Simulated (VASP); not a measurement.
# Tc (P6_3/mmc) in VASP: a series of runs, part 2 of 2

VASP 6.6.1. Earlier steps stand in the parts before.

## (5) Single point, PBE

INCAR reads:

```
SYSTEM = Tc
PREC     = Accurate       ! precision mode
ENCUT    = 700            ! plane-wave cutoff, eV
EDIFF    = 1E-6           ! SCF threshold, eV
ISMEAR   = 0              ! smearing method
SIGMA    = 0.1            ! smearing width, eV
LREAL    = .False.        ! projectors in reciprocal space
LASPH    = .True.         ! aspherical terms in the spheres
NELM     = 100            ! most SCF steps
ALGO     = Normal         ! electronic algorithm
ISIF     = 2              ! what is computed and relaxed
LWAVE    = .False.        ! write WAVECAR
LCHARG   = .False.        ! write CHGCAR
GGA      = PE             ! functional
ADDGRID  = .False.
```

KPOINTS reads:

```
regular mesh
0
Gamma
  12 12 6
  0 0 0
```

POSCAR reads:

```
Tc
1.0
    2.7400000000      0.0000000000      0.0000000000
   -1.3700000000      2.3729096064      0.0000000000
    0.0000000000      0.0000000000      4.3980000000
Tc
2
Direct
    0.6666666667      0.3333333333      0.7500000000
    0.3333333333      0.6666666667      0.2500000000
```

Potentials or basis: VASP PAW PBE potentials, release 64 (Tc_pv).

The run is started by

```sh
cat potpaw_PBE.64/Tc_pv/POTCAR > POTCAR
mpirun -np 1 vasp_std > vasp.out
```

OUTCAR:

```text
SYSTEM = Tc
   PREC = Accurate
   ENCUT = 700
   EDIFF = 1E-6
   ISMEAR = 0
   LREAL = .False.
   LASPH = .True.
   NELM = 100
   ISIF = 2
   GGA = PE

 Found     76 irreducible k-points:

 Following reciprocal coordinates:
            Coordinates               Weight
  0.000000  0.000000  0.000000      1.000000
  0.083333  0.000000  0.000000      6.000000
  0.166667 -0.000000  0.000000      6.000000
  0.250000 -0.000000  0.000000      6.000000
  0.333333 -0.000000  0.000000      6.000000
  0.416667  0.000000  0.000000      6.000000
   k-points           NKPTS =     76   k-points in BZ     NKDIM =     76   number of bands    NBANDS=     17
   number of dos      NEDOS =    301   number of ions     NIONS =      2
   total plane-waves  NPLWV =  23040
[... 191 lines left out ...]

 [... further k-points ...]
[... 5 lines left out ...]
  --------------------------------------------------------------------------------------
  -------------------------------------------------------------------------------------
  Total        0.4475852      0.4475852      0.3258240     -0.0000000      0.0000000      0.0000000
  in kB       25.0783685     25.0783685     18.2560466     -0.0000000      0.0000000      0.0000000
  external PRESSURE =      22.8042612 kB  Pullay stress =       0.0000000 kB

 VOLUME and BASIS-vectors are now :
 -----------------------------------------------------------------------------
  energy-cutoff  :      700.00
  volume of cell :       28.59
      direct lattice vectors                 reciprocal lattice vectors
     2.740000000  0.000000000  0.000000000     0.364963504  0.210711777  0.000000000
    -1.370000000  2.372909606  0.000000000     0.000000000  0.421423554  0.000000000
     0.000000000  0.000000000  4.398000000     0.000000000  0.000000000  0.227376080

 POSITION                                       TOTAL-FORCE (eV/Angst)
 -----------------------------------------------------------------------------------
      1.37000      0.79097      3.29850        -0.000000      0.000000      0.000000
     -0.00000      1.58194      1.09950         0.000000      0.000000      0.000000
 -----------------------------------------------------------------------------------
    total drift:                               -0.000000      0.000000     -0.000000

  FREE ENERGIE OF THE ION-ELECTRON SYSTEM (eV)
  ---------------------------------------------------
  free  energy   TOTEN  =       -20.7004008774 eV

  energy  without entropy=      -20.6909427879  energy(sigma->0) =      -20.69567183
```

OSZICAR:

```text
N       E                     dE             d eps       ncg     rms          rms(c)
DAV:   1     0.353194387849E+03    0.35319E+03   -0.19698E+04  2584   0.204E+03
DAV:   2    -0.128153404205E+02   -0.36601E+03   -0.36248E+03  2904   0.506E+02
DAV:   3    -0.220308465535E+02   -0.92155E+01   -0.90312E+01  3052   0.897E+01
DAV:   4    -0.221484051525E+02   -0.11756E+00   -0.11660E+00  2892   0.934E+00
DAV:   5    -0.221495320970E+02   -0.11269E-02   -0.11263E-02  2851   0.855E-01    0.237E+01
DAV:   6    -0.208558373236E+02    0.12937E+01   -0.31595E+00  2735   0.177E+01    0.732E+00
DAV:   7    -0.207096299687E+02    0.14621E+00   -0.56660E-01  2934   0.675E+00    0.920E-01
DAV:   8    -0.207002860879E+02    0.93439E-02   -0.10255E-02  2650   0.108E+00    0.103E-01
DAV:   9    -0.207004039169E+02   -0.11783E-03   -0.22262E-04  3033   0.136E-01    0.187E-02
DAV:  10    -0.207004007732E+02    0.31437E-05   -0.12617E-05  2703   0.326E-02    0.118E-02
DAV:  11    -0.207004008774E+02   -0.10418E-06   -0.17985E-06  1432   0.133E-02
   1 F= -.20700401E+02 E0= -.20695672E+02  d E =-.945809E-02
```

stdout:

```text
POSCAR found type information on POSCAR Tc
 POSCAR found :  1 types and       2 ions
 scaLAPACK will be used
 LDA part: xc-table for (Slater+PW92), standard interpolation
 POSCAR, INCAR and KPOINTS ok, starting setup
 FFT: planning ... GRIDC
 FFT: planning ... GRID_SOFT
 FFT: planning ... GRID
 WAVECAR not read
 entering main loop
```

Run time: 48 s. Hardware: 1 thread of AMD EPYC 7R43 (Zen 3), shared host; peak memory 0.15 GiB.

These settings aren't checked as converged: the numbers below hold their error.

What came out:

| Item | Value |
| --- | --- |
| Free energy | -20.7004 eV |
| Pressure | 2.3 GPa |
| Band gap on the k mesh | none (metal or under the smearing width) |

## (6) Single point, PBE

Changes to INCAR since step 5:

```diff
@@ -2,3 +2,3 @@
 PREC     = Accurate       ! precision mode
-ENCUT    = 700            ! plane-wave cutoff, eV
+ENCUT    = 550            ! plane-wave cutoff, eV
 EDIFF    = 1E-6           ! SCF threshold, eV
```

KPOINTS reads:

```
regular mesh
0
Gamma
  14 14 8
  0 0 0
```

POSCAR is that of step 5.

Potentials or basis: VASP PAW PBE potentials, release 64 (Tc_pv).

The run is started by

```sh
cat potpaw_PBE.64/Tc_pv/POTCAR > POTCAR
mpirun -np 1 vasp_std > vasp.out
```

OUTCAR:

```text
SYSTEM = Tc
   PREC = Accurate
   ENCUT = 550
   EDIFF = 1E-6
   ISMEAR = 0
   LREAL = .False.
   LASPH = .True.
   NELM = 100
   ISIF = 2
   GGA = PE

 Found    120 irreducible k-points:

 Following reciprocal coordinates:
            Coordinates               Weight
  0.000000  0.000000  0.000000      1.000000
  0.071429  0.000000  0.000000      6.000000
  0.142857  0.000000  0.000000      6.000000
  0.214286  0.000000  0.000000      6.000000
  0.285714 -0.000000  0.000000      6.000000
  0.357143  0.000000  0.000000      6.000000
   k-points           NKPTS =    120   k-points in BZ     NKDIM =    120   number of bands    NBANDS=     17
[... 200 lines left out ...]
  --------------------------------------------------------------------------------------
  -------------------------------------------------------------------------------------
  Total        0.4792480      0.4792480      0.3057047      0.0000000      0.0000000     -0.0000000
  in kB       26.8524479     26.8524479     17.1287494      0.0000000      0.0000000     -0.0000000
  external PRESSURE =      23.6112151 kB  Pullay stress =       0.0000000 kB

 VOLUME and BASIS-vectors are now :
 -----------------------------------------------------------------------------
  energy-cutoff  :      550.00
  volume of cell :       28.59
      direct lattice vectors                 reciprocal lattice vectors
     2.740000000  0.000000000  0.000000000     0.364963504  0.210711777  0.000000000
    -1.370000000  2.372909606  0.000000000     0.000000000  0.421423554  0.000000000
     0.000000000  0.000000000  4.398000000     0.000000000  0.000000000  0.227376080

 POSITION                                       TOTAL-FORCE (eV/Angst)
 -----------------------------------------------------------------------------------
      1.37000      0.79097      3.29850         0.000000      0.000000      0.000000
     -0.00000      1.58194      1.09950        -0.000000      0.000000      0.000000
 -----------------------------------------------------------------------------------
    total drift:                               -0.000000      0.000000     -0.000000

  FREE ENERGIE OF THE ION-ELECTRON SYSTEM (eV)
  ---------------------------------------------------
  free  energy   TOTEN  =       -20.7042976420 eV

  energy  without entropy=      -20.6935058293  energy(sigma->0) =      -20.69890174
```

Run time: 58 s. Hardware: 1 thread of AMD EPYC 7R43 (Zen 3), shared host; peak memory 0.15 GiB.

The run converged, but some of its settings lie outside the range that counts as converged, so its numbers aren't taken as properties of the crystal.

Results:

```yaml
Free_energy: -20.7043 eV
Pressure: 2.4 GPa
Band_gap_on_the_k_mesh: none (metal or under the smearing width)
```

## (7) For comparison

An earlier run on the cell as given: functional PBE; potentials or basis VASP PAW PBE potentials, release 64 (Tc_pv); cutoff 520 eV; k mesh 11 × 11 × 6; occupations fermi-dirac, width 0.05 eV; no spin polarisation.

* Pressure: 2.3 GPa
* Band gap on the k mesh: none (metal or under the smearing width)
